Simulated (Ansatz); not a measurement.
**BP at several levels of theory**

One geometry, relaxed with PBE, and single points on it; plane waves with PAW potentials in Ansatz, scalar-relativistic unless the row names spin-orbit coupling. No spin polarisation. Meshes are on the primitive cell of 2 atoms. Gaps are the least over mesh and band path; pressure is positive in compression. Smearing is Gaussian, 0.02 eV.

```
CELL_PARAMETERS angstrom
0.00000 2.27415 2.27415
2.27415 0.00000 2.27415
2.27415 2.27415 0.00000
ATOMIC_POSITIONS crystal
B 0.00000 0.00000 0.00000
P 0.25000 0.25000 0.25000
```

```csv
level,cutoff (eV),k mesh,gap (eV),pressure (GPa),rough cost with bands (core-min)
PBE,420,10×10×10,1.25,0.0,0.4
```

Question: What do r2SCAN, PBEsol give on the same cell?

Answer:
| level | cutoff (eV) | k mesh | gap (eV) | pressure (GPa) | rough cost with bands (core-min) |
| --- | --- | --- | --- | --- | --- |
| r2SCAN | 500 | 10×10×10 | 1.43 | -1.3 | 0.5 |
| PBEsol | 420 | 10×10×10 | 1.14 | -3.0 | 0.4 |